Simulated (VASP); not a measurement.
A run of VASP 6.6.1 is set up as follows.

File INCAR:

```
SYSTEM = AlN
PREC = Accurate
ENCUT = 600
EDIFF = 1E-6
ISMEAR = 0
SIGMA = 0.03
LREAL = .False.
LASPH = .True.
NELM = 80
ALGO = Normal
ISIF = 3
LWAVE = .False.
LCHARG = .False.
METAGGA = R2SCAN
LMIXTAU = .True.
IBRION = 2
NSW = 90
EDIFFG = -0.01
```

KPOINTS

```
Automatic mesh
0
Gamma
  12 12 6
  0 0 0
```

File POSCAR:

```
AlN
1.0
    3.1130000000      0.0000000000      0.0000000000
   -1.5565000000      2.6959370820      0.0000000000
    0.0000000000      0.0000000000      4.9810000000
Al N
2 2
Direct
    0.3333333333      0.6666666667      0.0000000000
    0.6666666667      0.3333333333      0.5000000000
    0.3333333333      0.6666666667      0.3800000000
    0.6666666667      0.3333333333      0.8800000000
```

Potentials or basis: VASP PAW PBE potentials, release 64 (Al, N).

Launch:

```bash
$ cat potpaw_PBE.64/Al/POTCAR potpaw_PBE.64/N/POTCAR > POTCAR
$ mpirun -np 1 vasp_std > vasp.out
```

**Question.** Predict the band gap on the k mesh.

**Answer.** 4.94 eV, direct.

**Question.** Estimate the relaxed volume.

**Answer.** 10.39 Å³/atom.

The path:
| step | energy change (eV) | largest force (eV/Å) | pressure (GPa) | volume (Å³) |
| --- | --- | --- | --- | --- |
| 1 | 0.0000 | 0.1251 | -1.25 | 41.80 |
| 2 | 0.0001 | 0.0987 | 1.29 | 41.31 |
| 3 | -0.0021 | 0.0151 | -0.03 | 41.56 |
| 4 | -0.0021 | 0.0120 | -0.01 | 41.55 |
| 5 | -0.0021 | 0.0101 | 0.02 | 41.55 |
| 6 | -0.0022 | 0.0039 | 0.04 | 41.54 |

Caveat: the PAW data sets were made with another functional, which shifts forces and pressure a little. r2SCAN opens gaps a little over a GGA but as a rule still falls short of measured ones.
